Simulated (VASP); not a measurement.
A run of VASP 6.6.1 is set up as follows.

The input INCAR:

```
SYSTEM = SiO2
PREC = Accurate
ENCUT = 600
EDIFF = 1E-6
ISMEAR = 0
SIGMA = 0.03
LREAL = .FALSE.
LASPH = .TRUE.
NELM = 80
ALGO = Normal
ISIF = 3
LWAVE = .FALSE.
LCHARG = .FALSE.
GGA = PE
IBRION = 2
NSW = 90
EDIFFG = -0.01
KPAR = 2
```

KPOINTS

```
Automatic mesh
0
G
  8 8 10
  0 0 0
```

File POSCAR:

```
SiO2
1.0
    4.1773000000      0.0000000000      0.0000000000
    0.0000000000      4.1773000000      0.0000000000
    0.0000000000      0.0000000000      2.6652000000
Si O
2 4
Direct
    0.0000000000      0.0000000000      0.0000000000
    0.5000000000      0.5000000000      0.5000000000
    0.3059000000      0.3059000000      0.0000000000
    0.1941000000      0.8059000000      0.5000000000
    0.6941000000      0.6941000000      0.0000000000
    0.8059000000      0.1941000000      0.5000000000
```

Potentials or basis: VASP PAW PBE potentials, release 64 (Si, O).

The run is started by

```sh
$ cat potpaw_PBE.64/Si/POTCAR potpaw_PBE.64/O/POTCAR > POTCAR
$ mpirun -np 2 vasp_std > vasp.out
```

Problem. What does it give for the band gap on the k mesh?

Solution. 5.03 eV, direct.

Problem. Predict the space group after relaxing (to 0.05 Å).

Solution. P4_2/mnm (No. 136).

Final structure:
```xyz
6
Lattice="4.2314 0.0000 0.0000 0.0000 4.2314 0.0000 0.0000 0.0000 2.6934" Properties=species:S:1:pos:R:3 pbc="T T T"
Si    0.0000    4.2314    2.6934
Si    2.1157    2.1157    1.3467
O     1.2980    1.2980    0.0000
O     0.8178    3.4137    1.3467
O     2.9335    2.9335    2.6934
O     3.4137    0.8178    1.3467
```

A k mesh can miss the band edges. PBE usually gives volumes a little too large and moduli too small.
